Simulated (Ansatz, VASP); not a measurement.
SnTe in VASP and in Ansatz

INCAR

```
SYSTEM = SnTe
  ALGO = Normal
  EDIFF = 1E-7
  ENCUT = 520
  GGA = PE
  ISIF = 2
  ISMEAR = -1
  LASPH = .True.
  LCHARG = .False.
  LREAL = .False.
  LWAVE = .False.
  NBANDS = 17
  NELM = 100
  PREC = Accurate
  SIGMA = 0.05
```

File KPOINTS:

```
k-points
0
Gamma
  7 7 7
  0 0 0
```

File POSCAR:

```
SnTe
1.0
    3.8784931701      0.0000000000      0.0000000000
    0.0000000000      3.8784931701      0.0000000000
    0.0000000000      0.0000000000      3.8784931701
Te Sn
1 1
Direct
    0.5000000000      0.5000000000      0.5000000000
    0.0000000000      0.0000000000      0.0000000000
```

input.yaml

```yaml
crystal:
  lattice:
    - [3.8784931701, 0.0, 0.0]
    - [0.0, 3.8784931701, 0.0]
    - [0.0, 0.0, 3.8784931701]
  atoms:
    - { symbol: Te, position: [0.5, 0.5, 0.5] }
    - { symbol: Sn, position: [0.0, 0.0, 0.0] }
hamiltonian:
  xc: pbe
  pseudopotentials: { kind: paw }
kpoints:
  mp_grid: { grid: [7, 7, 7] }
scf:
  occupations: { method: fermi_dirac, width: 0.05 }
output:
  forces: true
  stress: true
  eigenvalues: true
  write_density: true
  write_potential: true
  elf: true
  volumetric_format: npy
```

Change from the starting cell: volume scaled by 0.98.

Alike in both runs: task single point; functional PBE; k mesh 7 × 7 × 7; occupations fermi-dirac, width 0.05 eV; no spin polarisation.

```csv
,VASP,Ansatz
version,VASP 6.6.1,Ansatz 0.2.0
potentials or method,"VASP PAW PBE potentials, release 64 (Te, Sn_d)",Ansatz PAW
plane-wave cutoff (eV),520,420
valence electrons in the cell,20,30
```

|  | VASP | Ansatz | Ansatz less VASP |
| --- | --- | --- | --- |
| gap on the k mesh at the Fermi level (eV) | none | none | - |
| pressure (GPa) | -0.4 | -0.4 | +0.05 |

A gap of «none» marks a metal or a gap that the smearing closes. The two sets of potentials don't hold the same shells in valence.

The runs have no spin-orbit coupling, so splittings on Te are missing.
